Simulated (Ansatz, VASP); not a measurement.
**Two plane-wave programs on Au**

File INCAR:

```
PREC = Accurate ; ENCUT = 520
EDIFF = 1E-7 ; ISMEAR = -1
SIGMA = 0.05 ; LREAL = False
LASPH = True ; NELM = 100
ALGO = Normal ; ISIF = 2
LWAVE = False ; LCHARG = False
GGA = PE ; NBANDS = 12
```

KPOINTS

```
regular mesh
0
Gamma
  10 10 10
```

Contents of POSCAR:

```
Au
1.0
    2.8023140773      0.0000000000      0.0000000000
    0.0000000000      2.8023140773      0.0000000000
    0.0000000000      0.0000000000      2.8023140773
Au
1
Direct
    0.5000000000      0.5000000000      0.5000000000
```

The input input.yaml:

```yaml
crystal:
  lattice:
    - [2.8023140773, 0.0, 0.0]
    - [0.0, 2.8023140773, 0.0]
    - [0.0, 0.0, 2.8023140773]
  atoms:
    - { symbol: Au, position: [0.5, 0.5, 0.5] }
hamiltonian:
  xc: pbe
  pseudopotentials: { kind: paw, azcp: { folder: soft_1 } }
kpoints:
  mp_grid: { grid: [10, 10, 10] }
scf:
  occupations: { method: fermi_dirac, width: 0.05 }
output:
  forces: true
  stress: true
  eigenvalues: true
```

The cell was built by a generator and needn't be a form met in nature.

Alike in both runs: task single point; functional PBE; k mesh 10 × 10 × 10; occupations fermi-dirac, width 0.05 eV; no spin polarisation.

|  | VASP | Ansatz |
| --- | --- | --- |
| version | VASP 6.6.1 | Ansatz 0.2.0 |
| potentials or method | VASP PAW PBE potentials, release 64 (Au) | Ansatz PAW soft_1 |
| plane-wave cutoff (eV) | 520 | 420 |
| valence electrons in the cell | 11 | 19 |

Ansatz gave:

| Property | Result |
| --- | --- |
| gap on the k mesh at the Fermi level (eV) | none |
| pressure (GPa) | -5.1 |

**Question.** What did VASP give for the same quantities?

**Answer.** gap on the k mesh at the Fermi level (eV): none; pressure (GPa): -5.2.

A gap of «none» marks a metal or a gap that the smearing closes. With one functional, cell and mesh, what is left measures potentials, basis and numerics. The two sets of potentials don't hold the same shells in valence.

The runs have no spin-orbit coupling, so splittings on Au are missing.
